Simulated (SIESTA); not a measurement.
Crystal: NiSb (Breithauptite).

```
CELL_PARAMETERS angstrom
3.92800 0.00000 0.00000
-1.96400 3.40175 0.00000
0.00000 0.00000 5.12000
ATOMIC_POSITIONS crystal
Sb 0.66667 0.33333 0.75000
Sb 0.33333 0.66667 0.25000
Ni 0.00000 0.00000 0.50000
Ni 0.00000 0.00000 0.00000
```

Base run:

* Program: SIESTA 5.4.2
* Functional: AM05
* Potentials or basis: PseudoDojo 0.4 standard (PBEsol files)
* Basis: DZP (energy shift 0.003 Ry; two zetas on semicore shells)
* Grid cutoff: 800 Ry
* Energy shift: 0.003 Ry
* k mesh: 6 × 6 × 4
* Occupations: fermi-dirac, width 0.05 eV
* Spin: collinear spin, ferromagnetic start
* Starting moments: [0.0, 0.0, 1.0, 1.0] μB

Its results: band gap on the k mesh none (metal or under the smearing width); pressure -0.9 GPa; net moment 0.00 μB per cell.

**Question.** After a change of settings the same cell gave: band gap on the k mesh none (metal or under the smearing width); pressure -0.1 GPa; net moment 0.00 μB per cell. Which change was it?
A. functional from AM05 to revPBE; potentials or basis from PseudoDojo 0.4 standard (PBEsol files) to PseudoDojo 0.4 standard (PBE files)
B. functional from AM05 to PBEsol
C. functional from AM05 to LDA; potentials or basis from PseudoDojo 0.4 standard (PBEsol files) to PseudoDojo 0.4 standard (LDA files)
D. functional from AM05 to RPBE; potentials or basis from PseudoDojo 0.4 standard (PBEsol files) to PseudoDojo 0.4 standard (PBE files)

**Answer.** B.

Caveats: short orbitals over semicore shells can move pressures by several GPa; the basis of atomic orbitals isn't converged, which shifts pressures, moduli and gaps; the potentials were made for another functional, which shifts forces and pressure (some runs).
